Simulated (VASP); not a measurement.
Write the native input for VASP 6.6.1 that does the following.

* Task: single point
* Functional: PBE
* Potentials or basis: VASP PAW PBE potentials, release 64 (W_sv)
* Cutoff: 700 eV
* k mesh: 18 × 18 × 18
* Occupations: gaussian, width 0.1 eV
* Spin: no spin polarisation
* Further INCAR settings: ALGO = Fast; EDIFF = 1e-07; NBANDS = 13

The structure of W lies in POSCAR:

```
W                                       
1.0
   -1.6085531648      1.6085531648      1.6085531648
    1.6085531648     -1.6085531648      1.6085531648
    1.6085531648      1.6085531648     -1.6085531648
  W             
     1
Direct
     0.0000000000000000    0.0000000000000000    0.0000000000000000
```

The cell isn't the ideal one: a relaxed cell with its volume scaled by 1.03.

One way to write it, as run:

INCAR

```
PREC = Accurate ; ENCUT = 700
EDIFF = 1E-7 ; ISMEAR = 0
SIGMA = 0.1 ; LREAL = False
LASPH = True ; NELM = 100
ALGO = Fast ; ISIF = 2
LWAVE = False ; LCHARG = False
GGA = PE ; NBANDS = 13
```

KPOINTS

```
regular mesh
0
Gamma
  18 18 18
```

Potentials or basis: VASP PAW PBE potentials, release 64 (W_sv).

Run with:

```bash
$ cat potpaw_PBE.64/W_sv/POTCAR > POTCAR
$ mpirun -np 1 vasp_std > vasp.out
```

Results of the run:

| Property | Result |
| --- | --- |
| Pressure | -8.5 GPa |
| Band gap on the k mesh | none (metal or under the smearing width) |

It took 30 s on 1 thread of Intel(R) Xeon(R) Platinum 8488C (Sapphire Rapids) (shared host), peak memory 0.19 GiB.
